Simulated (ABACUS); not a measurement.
Pd:

```
CELL_PARAMETERS angstrom
-1.94650 0.00000 1.94650
0.00000 1.94650 1.94650
-1.94650 1.94650 0.00000
ATOMIC_POSITIONS crystal
Pd 0.00000 0.00000 0.00000
```

```yaml
Program: ABACUS 3.10.1
Task: relaxation of cell and atoms
Functional: B86bPBE
Potentials_or_basis: SSSP 1.3 efficiency PBE
Cutoff: 748 eV
Density_cutoff: 5987 eV
Basis: plane waves
k_mesh: 10 × 10 × 10
Occupations: fermi-dirac, width 0.05 eV
Spin: no spin polarisation
```

At the start: pressure 8.5 GPa; volume 14.75 Å³/atom.

Question: How do energy, volume and symmetry change on relaxing?

Answer: Over 6 steps the energy falls by 17.2 meV/atom and the volume is 15.44 Å³/atom (+4.6 %); space group Fm-3m (No. 225, to 0.05 Å).

Step by step:
| step | energy change (eV) | largest force (eV/Å) | pressure (GPa) | volume (Å³) |
| --- | --- | --- | --- | --- |
| 1 | 0.0000 | 0.0000 | 8.54 | 14.75 |
| 2 | 0.0183 | 0.0000 | -9.37 | 16.56 |
| 3 | -0.0172 | 0.0000 | -0.10 | 15.45 |
| 4 | -0.0172 | 0.0000 | -0.16 | 15.45 |
| 5 | -0.0172 | 0.0000 | 0.19 | 15.42 |
| 6 | -0.0172 | 0.0000 | 0.00 | 15.44 |

Final structure:
```
Pd
1.0
    -1.97619    0.00000    1.97619
     0.00000    1.97619    1.97619
    -1.97619    1.97619    0.00000
Pd
1
Direct
  0.00000 0.00000 0.00000
```

Caveat: the potentials were made for another functional, which shifts forces and pressure.
